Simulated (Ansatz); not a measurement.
**Ga in Ansatz: convergence with xc grid**

Input of the first run (xc grid 1); the others differ in this setting and in those tied to it:

The input input.yaml:

```yaml
crystal:
  lattice:
    - [2.680635, -0.026354, 0.048141]
    - [-0.026354, 2.744162, 0.026825]
    - [0.048141, 0.026825, 2.726429]
  atoms:
    - { symbol: Ga, position: [-0.005125, 0.010445, -0.000595] }
hamiltonian:
  xc: pbe
  pseudopotentials: { kind: nc, accuracy: stringent }
kpoints:
  mp_grid: { grid: [7, 7, 7] }
scf:
  occupations: { method: gaussian, width: 0.05 }
output:
  forces: true
  stress: true
  eigenvalues: true
basis:
  xc_grid: 1
```

Potentials or basis: PseudoDojo stringent (PBE files).

Run with:

```bash
$ ansatz run input.yaml --threads 2 --pin off --max-ram 5632MiB --backend cpu --events-out ev --progress --plain --runs-dir out
```

The cell isn't the ideal one: cell strained at random at fixed volume.

The cell was built by a generator and needn't be a form met in nature.

Hardware: 2 threads of Arm Neoverse V1, with other jobs on the host.

| xc grid | energy less the tightest run, at zero smearing (meV/atom) | SCF cycles | CPU time (s) | peak memory (GiB) |
| --- | --- | --- | --- | --- |
| 1 | -0.02 | 6 | 13 | 0.45 |
| 2 | 0.00 | 6 | 13 | 0.46 |
| 3 | 0.00 | 6 | 13 | 0.51 |
| 4 | 0.00 | 6 | 14 | 0.58 |
| 5 | 0.00 | 6 | 16 | 0.71 |

Against the tightest run, the energy stays within 1 meV/atom from 1 on. The tightest run that finished is the yardstick and may itself not be fully converged.
